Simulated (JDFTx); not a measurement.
# BP (F-43m) in JDFTx: further runs

Aim: see how the results for BP move with the level of theory and the settings. Levels: revPBE, BLYP. Tasks: single point.

All numbers are computed with JDFTx 1.7.0 (patched build); they aren't measurements. Logs are shortened: lines on timing, memory, paths and dates and some standing lists are left out, and cuts for length are marked. The log counts tension as positive stress, the text compression.

**1. The crystal as given**

The structure is cubic, space group F-43m (No. 216). Conventional cell: a = 4.538 Å, b = 4.538 Å, c = 4.538 Å, α = 90.00°, β = 90.00°, γ = 90.00°. Around P (site symmetry -43m) lie 4 B at 1.97 Å. B (site symmetry -43m) has 4 P at 1.97 Å as nearest neighbours.

**2. Single point, revPBE**

Contents of BP.in:

```
include BP.lattice
coords-type Lattice
include BP.ionpos

ion-species pseudo/P.upf
ion-species pseudo/B.upf
elec-cutoff 38 304
elec-ex-corr gga-x-pbe-r gga-c-pbe
kpoint-folding 10 10 10
elec-smearing Fermi 0.0018374661
elec-n-bands 9
electronic-SCF nIterations 100 energyDiffThreshold 1e-09
electronic-minimize nIterations 30 energyDiffThreshold 1e-7
converge-empty-states yes
forces-output-coords Cartesian

dump-name run.$VAR
dump End Ecomponents EigStats BandEigs Kpoints Forces Stress ElecDensity Dtot KEdensity
```

Contents of BP.lattice:

```
lattice \
    0.0000000000     4.2877885768     4.2877885768 \
    4.2877885768     0.0000000000     4.2877885768 \
    4.2877885768     4.2877885768     0.0000000000
```

Contents of BP.ionpos:

```
ion P      0.7500000000     0.7500000000     0.7500000000 1
ion B      0.0000000000     0.0000000000     0.0000000000 1
```

Potentials or basis: PseudoDojo-SR-PBE-0.5-standard with smoothed tails.

On the command line:

```
> jdftx -c 1 -i BP.in -o BP.out
```

Output:

```text
*************** JDFTx 1.7.0 (patched build) ***************

Input parsed successfully to the following command list (including defaults):
[... the input with its defaults ...]

---------- Setting up symmetries ----------

Found 48 point-group symmetries of the bravais lattice
Found 24 space-group symmetries with basis
Applied RMS atom displacement 0 bohrs to make symmetries exact.

---------- Initializing the Grid ----------
R =
[            0      4.28779      4.28779  ]
[      4.28779            0      4.28779  ]
[      4.28779      4.28779            0  ]
unit cell volume = 157.663
G =
[  -0.732684   0.732684   0.732684  ]
[   0.732684  -0.732684   0.732684  ]
[   0.732684   0.732684  -0.732684  ]
Minimum fftbox size, Smin = [  48  48  48  ]
Chosen fftbox size, S = [  48  48  48  ]

---------- Initializing tighter grid for wavefunction operations ----------
R =
[            0      4.28779      4.28779  ]
[      4.28779            0      4.28779  ]
[      4.28779      4.28779            0  ]
unit cell volume = 157.663
G =
[  -0.732684   0.732684   0.732684  ]
[   0.732684  -0.732684   0.732684  ]
[   0.732684   0.732684  -0.732684  ]
Minimum fftbox size, Smin = [  36  36  36  ]
Chosen fftbox size, S = [  36  36  36  ]

---------- Exchange Correlation functional ----------
Initialized LibXC exchange functional 'Revised PBE from Zhang & Yang'
Initialized LibXC correlation functional 'Perdew, Burke & Ernzerhof'

---------- Setting up pseudopotentials ----------
Width of ionic core gaussian charges (only for fluid interactions / plotting) set to 0

Reading pseudopotential file 'pseudo/P.upf':
  'P' pseudopotential, 'PBE' functional
  Generated using ONCVPSP code by D. R. Hamann
  5 valence electrons, 2 orbitals, 6 projectors, 1001 radial grid points, with lMax = 2
    3S    l: 0   occupation:  2.0   eigenvalue: -0.513364
    3P    l: 1   occupation:  3.0   eigenvalue: -0.202372
  Core radius for overlap checks: 1.66 bohrs.

Reading pseudopotential file 'pseudo/B.upf':
  'B' pseudopotential, 'PBE' functional
  Generated using ONCVPSP code by D. R. Hamann
  3 valence electrons, 2 orbitals, 4 projectors, 1001 radial grid points, with lMax = 1
    2S    l: 0   occupation:  2.0   eigenvalue: -0.347027
    2P    l: 1   occupation:  1.0   eigenvalue: -0.132548
  Core radius for overlap checks: 1.18 bohrs.

Initialized 2 species with 2 total atoms.

Folded 1 k-points by 10x10x10 to 1000 k-points.

---------- Setting up k-points, bands, fillings ----------
Adding inversion symmetry to k-mesh for non-inversion-symmetric unit cell.
Reduced to 47 k-points under symmetry.
Computing the number of bands and number of electrons
Calculating initial fillings.
nElectrons:   8.000000   nBands: 9   nStates: 47

----- Setting up reduced wavefunction bases (one per k-point) -----
average nbasis = 1764.131 , ideal nbasis = 1764.004

---------- Setting up ewald sum ----------
Optimum gaussian width for ewald sums = 1.947439 bohr.
Real space sum over 1331 unit cells with max indices [  5  5  5  ]
Reciprocal space sum over 2197 terms with max indices [  6  6  6  ]

---------- Allocating electronic variables ----------
Initializing wave functions:  linear combination of atomic orbitals
Note: number of bands (9) exceeds available atomic orbitals (8)
P pseudo-atom occupations:   s ( 2 )  p ( 3 )
B pseudo-atom occupations:   s ( 2 )  p ( 1 )
	FillingsUpdate:  mu: +0.396708992  nElectrons: 8.000000
LCAOMinimize: Iter:   0  F: -9.3921249738732886  |grad|_K:  4.056e-03  alpha:  1.000e+00
	FillingsUpdate:  mu: +0.392537337  nElectrons: 8.000000
LCAOMinimize: Iter:   1  F: -9.4061074875359907  |grad|_K:  1.572e-04  alpha:  4.636e-01  linmin:  5.306e-01  cgtest: -6.679e-01
	FillingsUpdate:  mu: +0.392298263  nElectrons: 8.000000
[... 6 lines of inner loops ...]
LCAOMinimize: Iter:   4  F: -9.4061406318748215  |grad|_K:  3.500e-08  alpha:  9.549e-01  linmin: -7.954e-04  cgtest:  1.998e-03
	FillingsUpdate:  mu: +0.392435460  nElectrons: 8.000000
LCAOMinimize: Iter:   5  F: -9.4061406318761325  |grad|_K:  9.885e-09  alpha:  5.369e-01  linmin:  1.831e-02  cgtest: -2.613e-02
LCAOMinimize: Converged (|Delta F|<1.000000e-06 for 2 iters).

-------- Electronic minimization -----------
Will mix electronic density at each iteration.
	FillingsUpdate:  mu: +0.392435460  nElectrons: 8.000000
	FillingsUpdate:  mu: +0.352653785  nElectrons: 8.000000
SCF: Cycle:  0   F: -9.471576435839339   dF: -6.544e-02   |Residual|: 6.490e-02   |deigs|: 1.863e-01
	FillingsUpdate:  mu: +0.356421667  nElectrons: 8.000000
SCF: Cycle:  1   F: -9.473506424844988   dF: -1.930e-03   |Residual|: 3.662e-02   |deigs|: 1.248e-02
	FillingsUpdate:  mu: +0.362076011  nElectrons: 8.000000
SCF: Cycle:  2   F: -9.473807464054007   dF: -3.010e-04   |Residual|: 3.836e-03   |deigs|: 5.560e-03
	FillingsUpdate:  mu: +0.362507026  nElectrons: 8.000000
SCF: Cycle:  3   F: -9.473819145995956   dF: -1.168e-05   |Residual|: 2.039e-03   |deigs|: 1.021e-03
	FillingsUpdate:  mu: +0.362954153  nElectrons: 8.000000
SCF: Cycle:  4   F: -9.473822097163396   dF: -2.951e-06   |Residual|: 5.202e-04   |deigs|: 4.778e-04
	FillingsUpdate:  mu: +0.362965637  nElectrons: 8.000000
SCF: Cycle:  5   F: -9.473822595745611   dF: -4.986e-07   |Residual|: 1.866e-04   |deigs|: 3.336e-04
	FillingsUpdate:  mu: +0.362948892  nElectrons: 8.000000
SCF: Cycle:  6   F: -9.473822707861347   dF: -1.121e-07   |Residual|: 7.877e-05   |deigs|: 2.695e-04
	FillingsUpdate:  mu: +0.362966731  nElectrons: 8.000000
SCF: Cycle:  7   F: -9.473822744422591   dF: -3.656e-08   |Residual|: 1.375e-05   |deigs|: 3.038e-04
	FillingsUpdate:  mu: +0.362963658  nElectrons: 8.000000
SCF: Cycle:  8   F: -9.473822755062853   dF: -1.064e-08   |Residual|: 1.297e-05   |deigs|: 1.380e-04
	FillingsUpdate:  mu: +0.362964778  nElectrons: 8.000000
SCF: Cycle:  9   F: -9.473822759541166   dF: -4.478e-09   |Residual|: 5.369e-06   |deigs|: 1.605e-04
	FillingsUpdate:  mu: +0.362964007  nElectrons: 8.000000
SCF: Cycle: 10   F: -9.473822760824195   dF: -1.283e-09   |Residual|: 1.727e-06   |deigs|: 1.201e-04
	FillingsUpdate:  mu: +0.362963899  nElectrons: 8.000000
SCF: Cycle: 11   F: -9.473822761507602   dF: -6.834e-10   |Residual|: 2.232e-06   |deigs|: 1.720e-04
	FillingsUpdate:  mu: +0.362963792  nElectrons: 8.000000
SCF: Cycle: 12   F: -9.473822761666680   dF: -1.591e-10   |Residual|: 2.023e-06   |deigs|: 6.612e-05
SCF: Converged (|Delta E|<1.000000e-09 for 2 iters).

Setting wave functions to eigenvectors of Hamiltonian
Converging empty states (this may take a while):
EmptyStates: None of the convergence criteria satisfied.
|deigs|: 1.181e-03

# Stress tensor in Cartesian coordinates [Eh/a0^3]:
[ -5.65013e-05            0            0  ]
[            0 -5.65013e-05            0  ]
[            0            0 -5.65013e-05  ]

# Ionic positions in lattice coordinates:
ion P   0.750000000000000   0.750000000000000   0.750000000000000 1
ion B   0.000000000000000   0.000000000000000   0.000000000000000 1

# Forces in Cartesian coordinates:
force P   0.000000000000000  -0.000000000000000   0.000000000000000 1
force B  -0.000000000000000   0.000000000000000  -0.000000000000000 1

# Energy components:
   Eewald =      -10.4916197707563548
       EH =        0.6348914461241945
     Eloc =       -2.3970292517941827
      Enl =        1.0309846911593439
      Exc =       -3.3267208967795128
 Exc_core =        0.4256292883082534
       KE =        4.6500417331698332
-------------------------------------
     Etot =       -9.4738227605684244
       TS =        0.0000000010982560
-------------------------------------
        F =       -9.4738227616666801

IonicMinimize: Iter:   0  F: -9.473822761666680  |grad|_K:  3.448e-35
IonicMinimize: Converged (|grad|_K<1.000000e-04).

#--- Lowdin population analysis ---
# oxidation-state P +0.715
# oxidation-state B -0.657

Dumping 'run.eigStats' ...
	eMin: -0.227666 at state 0 ( [ +0.000000 +0.000000 +0.000000 ] spin 0 )
	HOMO: +0.339832 at state 0 ( [ +0.000000 +0.000000 +0.000000 ] spin 0 )
	mu  : +0.362964
	LUMO: +0.387448 at state 27 ( [ +0.000000 +0.400000 +0.400000 ] spin 0 )
	eMax: +0.900335 at state 30 ( [ +0.000000 +0.500000 +0.500000 ] spin 0 )
	HOMO-LUMO gap: +0.047617
	Optical gap  : +0.125390 at state 0 ( [ +0.000000 +0.000000 +0.000000 ] spin 0 )
WARNING: the last solve of the electrons (or of bands or displaced states from it) ended unconverged.
Done!
[note: mu as printed may lie anywhere between the filled and the empty levels]
```

Run time: 41 s. Hardware: 1 thread of Arm Neoverse V2, shared host; peak memory 0.1 GiB.

Results:

| Item | Value |
| --- | --- |
| Free energy | -257.7959 eV |
| Pressure | 1.7 GPa |
| Band gap on the k mesh | 1.30 eV, indirect (least direct gap 3.41 eV) |
| Loewdin charges | P +0.71; B -0.66 e |

Levels at points of the mesh, in eV from the valence-band top:
```
           k point  band 2  band 3  band 4  band 5  band 6
(0.00, 0.00, 0.00)    0.00    0.00    0.00    3.41    3.41
(0.00, 0.00, 0.50)   -9.01   -1.76   -1.76    3.80    4.73
(0.00, 0.50, 0.50)   -8.57   -4.11   -4.11    1.39    1.73
```

Caveat: the empty levels aren't tightly converged; the potentials were made for another functional, which shifts forces and pressure. A k mesh can miss the band edges.

**3. Single point, BLYP**

Contents of BP.in:

```
lattice \
    0.0000000000     2.2690000000     2.2690000000 \
    2.2690000000     0.0000000000     2.2690000000 \
    2.2690000000     2.2690000000     0.0000000000
latt-scale 1.889726124626 1.889726124626 1.889726124626
coords-type Lattice
ion P      0.7500000000     0.7500000000     0.7500000000 1
ion B      0.0000000000     0.0000000000     0.0000000000 1

ion-species pseudo/P.upf
ion-species pseudo/B.upf
elec-cutoff 38 304
elec-ex-corr gga-x-b88 gga-c-lyp
kpoint-folding 10 10 10
elec-smearing Fermi 0.0018374661
elec-n-bands 9
electronic-SCF nIterations 100 energyDiffThreshold 1e-09
electronic-minimize nIterations 30 energyDiffThreshold 1e-7
converge-empty-states yes
forces-output-coords Cartesian

dump-name run.$VAR
dump End Ecomponents EigStats BandEigs Kpoints Forces Stress ElecDensity
```

Potentials or basis: PseudoDojo-SR-PBE-0.5-standard with smoothed tails.

On the command line:

```
> jdftx -c 1 -i BP.in -o BP.out
```

It took 40 s on 1 thread of Arm Neoverse V2, shared host; peak memory 0.1 GiB.

The run converged. Its results:

```yaml
Free_energy: -255.9196 eV
Pressure: 7.2 GPa
Band_gap_on_the_k_mesh: 1.52 eV, indirect (least direct gap 3.58 eV)
Loewdin_charges: P +0.72; B -0.66 e
```

Levels at points of the mesh, in eV from the valence-band top:
```csv
k point,band 1,band 2,band 3,band 4,band 5,band 6
"(0.00, 0.00, 0.00)",-15.31,0.00,0.00,0.00,3.58,3.58
"(0.00, 0.00, 0.50)",-12.04,-8.85,-1.72,-1.72,3.95,4.93
"(0.00, 0.50, 0.50)",-10.53,-8.45,-4.02,-4.02,1.63,1.96
```

Caveat: the empty levels aren't tightly converged; the potentials were made for another functional, which shifts forces and pressure. A k mesh can miss the band edges.
